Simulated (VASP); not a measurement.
A run of VASP 6.6.1:

File INCAR:

```
  ALGO = Normal
  EDIFF = 1E-6
  EDIFFG = -0.01
  ENCUT = 600
  GGA = PS
  IBRION = 2
  ISIF = 3
  ISMEAR = 0
  LASPH = T
  LCHARG = F
  LREAL = F
  LWAVE = F
  NELM = 80
  NSW = 90
  PREC = Accurate
  SIGMA = 0.03
```

Contents of KPOINTS:

```
k-points
0
Gamma
  12 12 5
```

The input POSCAR:

```
AlN
1.0
    3.0972944900      0.0000000000      0.0000000000
   -1.5486472500      2.6823357100      0.0000000000
    0.0000000000      0.0000000000      5.0316425600
Al N
2 2
Direct
    0.3333333300      0.6666666700      0.0000000000
    0.6666666700      0.3333333300      0.5000000000
    0.3333333300      0.6666666700      0.3750000000
    0.6666666700      0.3333333300      0.8750000000
```

Potentials or basis: VASP PAW PBE potentials, release 64 (Al, N).

The run is started by

```sh
$ cat potpaw_PBE.64/Al/POTCAR potpaw_PBE.64/N/POTCAR > POTCAR
$ mpirun -np 1 vasp_std > vasp.out
```

Hardware: 1 thread of Intel(R) Xeon(R) Platinum 8488C (Sapphire Rapids), on a shared host.

**Question.** Estimate the wall time of this run.

**Answer.** It took 43 s on 1 thread of Intel(R) Xeon(R) Platinum 8488C (Sapphire Rapids), with other jobs on the host, peak memory 0.19 GiB. Counts: scf iterations 31, k points 57, ion steps 5.
